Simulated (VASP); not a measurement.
Here is a VASP 6.6.1 calculation.

Contents of INCAR:

```
SYSTEM = Ta
ALGO = Fast
EDIFF = 1E-7
ENCUT = 520
GGA = RP
ISIF = 2
ISMEAR = -1
LASPH = .True.
LCHARG = .True.
LELF = .True.
LREAL = .False.
LVHAR = .True.
LWAVE = .False.
NBANDS = 30
NELM = 60
PREC = Accurate
SIGMA = 0.1
```

Contents of KPOINTS:

```
k-points
0
Gamma
  14 14 4
  0 0 0
```

POSCAR

```
Ta
1.0
    3.0370472297      0.0000000000      0.0000000000
   -1.5185236149      2.6301600534      0.0000000000
    0.0000000000      0.0000000000     10.3444100407
Ta
4
Direct
    1.0000000000      1.0000000000      1.0000000000
    1.0000000000      1.0000000000      0.5000000000
    0.3333333333      0.6666666667      0.2500000000
    0.6666666667      0.3333333333      0.7500000000
```

Potentials or basis: VASP PAW PBE potentials, release 64 (Ta_pv).

Run with:

```console
$ cat potpaw_PBE.64/Ta_pv/POTCAR > POTCAR
$ mpirun -np 1 vasp_std > vasp.out
```

Problem. Predict the pressure.

Solution. -12.2 GPa.

Problem. Estimate the band gap on the k mesh.

Solution. None (metal or under the smearing width).

Caveat: the PAW data sets were made with another functional, which shifts forces and pressure a little. The run has no spin-orbit coupling, so splittings on Ta are missing.
